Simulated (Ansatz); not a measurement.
# CoO (Fm-3m): which magnetic order lies lowest

One table from this session's results is given with a row withheld; the runs are named, their logs left out.

Program: Ansatz 0.2.0. Level of theory: DFT PBE, scalar-relativistic, plane waves, PAW. These are calculated values, not measurements.

### Starting point

It takes space group Fm-3m (No. 225, cubic). The conventional cell has a = 4.249 Å, b = 4.249 Å, c = 4.249 Å, α = 90.00°, β = 90.00°, γ = 90.00°. Co (site symmetry m-3m) has 6 O at 2.12 Å as nearest neighbours. O (site symmetry m-3m) has 6 Co at 2.12 Å as nearest neighbours.

As a file:

```cif
data_structure
_symmetry_space_group_name_H-M 'Fm-3m'
_symmetry_Int_Tables_number 225
_cell_length_a 4.2491
_cell_length_b 4.2491
_cell_length_c 4.2491
_cell_angle_alpha 90.000
_cell_angle_beta 90.000
_cell_angle_gamma 90.000
_cell_volume 76.71
loop_
_atom_site_label
_atom_site_type_symbol
_atom_site_symmetry_multiplicity
_atom_site_Wyckoff_symbol
_atom_site_fract_x
_atom_site_fract_y
_atom_site_fract_z
_atom_site_occupancy
Co1 Co 4 a 0.00000 0.00000 0.00000 1
O1 O 4 b 0.50000 0.00000 0.00000 1
```

An earlier run at PBE left this cell at 9.589 Å³/atom and 0.00 GPa (14×14×14 mesh).

The first run:

Contents of input.yaml:

```yaml
crystal:
  lattice:
    - [0.0, 2.12453155, -2.12453155]
    - [0.0, 2.12453155, 2.12453155]
    - [4.2490631, 0.0, 0.0]
  atoms:
    - { symbol: Co, position: [0.0, 0.0, 0.0], spin: 3.0 }
    - { symbol: O, position: [0.0, 1.0, 0.5] }
    - { symbol: Co, position: [0.5, 0.5, 0.5], spin: 3.0 }
    - { symbol: O, position: [0.5, 1.5, 1.0] }
basis:
  ecutwfc: 420
  ecutrho_ratio: 4
kpoints:
  mp_grid: { grid: [10, 10, 6] }
hamiltonian:
  xc: pbe
scf:
  occupations: { method: gaussian, width: 0.05 }
  lower_state_search: "off"
output:
  forces: true
  stress: true
  eigenvalues: true
  populations: true
magnetization:
  spin_polarized: true
```

The run is started by

```
> ansatz run input.yaml --threads 2 --pin off --max-ram 5120MiB --backend cpu --events-out ev --progress --plain --runs-dir out
```

Among the steps run: Ferromagnetic, larger cell; Antiferromagnetic, propagation vector (1, 0, 0); Antiferromagnetic, propagation vector (1/2, 1/2, -1/2); No spin polarisation.

One of the session's tables, all rows but one given; the rest of the session is left out.

| order | above the lowest (meV/atom) | largest moment (μB) | pressure (GPa) |
| --- | --- | --- | --- |
| ferromagnetic | ? | ? | ? |
| antiferromagnetic, propagation vector (1, 0, 0) | 100.1 | 2.23 | -2.6 |
| antiferromagnetic, propagation vector (1/2, 1/2, -1/2) | 0.0 | 2.38 | -2.4 |
| no spin polarisation | 309.9 | 0.00 | -18.6 |

Estimate the missing values for ferromagnetic.

**Answer.** above the lowest (meV/atom): 71.9; largest moment (μB): 2.51; pressure (GPa): 0.0. In the column «above the lowest (meV/atom)» it lies between antiferromagnetic, propagation vector (1/2, 1/2, -1/2) (0.0) and antiferromagnetic, propagation vector (1, 0, 0) (100.1).

The first row is the run of the earlier session that started with parallel moments (-2846.0500 eV/atom). A larger cell is measured against the parallel state in that same cell where that was run, so that mesh errors cancel.

The work goes on in this order: antiferromagnetic, propagation vector (1/2, 1/2, -1/2), the lowest.

To keep in mind: Only these orders were tried, at zero temperature; the one found in experiment may not be among them.
